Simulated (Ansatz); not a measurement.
Relaxed bulk NiO:

Space group Fm-3m (No. 225). a = 4.116 Å, b = 4.116 Å, c = 4.116 Å, α = 90.00°, β = 90.00°, γ = 90.00°
```tsv
atom	site	symmetry	x	y	z
Ni	4a	m-3m	0.0000	0.0000	0.0000
O	4b	m-3m	0.5000	0.0000	0.0000
```

Miller indices refer to the conventional cell of Fm-3m (No. 225), a = 4.116 Å, b = 4.116 Å, c = 4.116 Å, α = 90.00°, β = 90.00°, γ = 90.00°.

The (111) slab of 10 planes, 10.7 Å thick with 15 Å of vacuum as cut; outer planes Ni (top) and O (bottom).

The calculation used DFT PBEsol, scalar-relativistic, plane waves, PAW (Ansatz 0.2.0). Plane waves to 420 eV, a k mesh through Γ of 12×12×1 on the computed 10-atom cell and Gaussian smearing (0.10 eV); collinear spin from starting moments 0.2 1.14 0.2 1.14 0.2 1.14 0.2 1.14 0.2 1.14 μB. The cell repeats along c with a dipole correction in the vacuum.

With the atoms at the bulk's places:

```
Surface energy (mean of both faces)                          : 1.83 J/m²
Work function                                                : 5.24 eV (top), 8.04 eV (bottom)
Dipole of the slab along +c, per cell                        : 0.11 e·Å
Sequence of site moments over 0.05 μB in size, bottom to top : O 0.32, Ni 0.69, O 0.12, Ni 1.26, Ni -1.21, Ni 1.29, O 0.26, Ni 1.10 μB
```

**Question.** What changes when all atoms relax within this surface cell and its symmetry?

**Answer.** The energy falls by 1.015 J/m² a face, and the largest move is 0.26 Å.

For the relaxed slab, the surface energy (mean of both faces) is 0.82 J/m², the work function is 5.22 eV (top), 7.18 eV (bottom) and the dipole of the slab along +c, per cell is 0.08 e·Å. The sequence of site moments over 0.05 μB in size, bottom to top is O -0.09, Ni -0.61, O 0.06, Ni 1.20, Ni -1.23, Ni 1.31, O 0.26, Ni 1.08 μB.

```csv
plane (bottom to top),atoms,"spacing to next, bulk (Å)",relaxed (Å),change (%)
1,O,1.188,0.801,-32.6
2,Ni,1.188,1.331,+12.0
3,O,1.188,1.143,-3.8
4,Ni,1.188,1.202,+1.2
5,O,1.188,1.167,-1.8
6,Ni,1.188,1.200,+1.0
7,O,1.188,1.173,-1.3
8,Ni,1.188,1.284,+8.1
9,O,1.188,1.029,-13.4
10,Ni,,,
```

The state reached may not be the lowest one. The run saw a state lower than the one given here. Moments started parallel, and an antiferromagnetic order may lie lower. Semilocal functionals without U can misjudge the magnetic state of such a slab.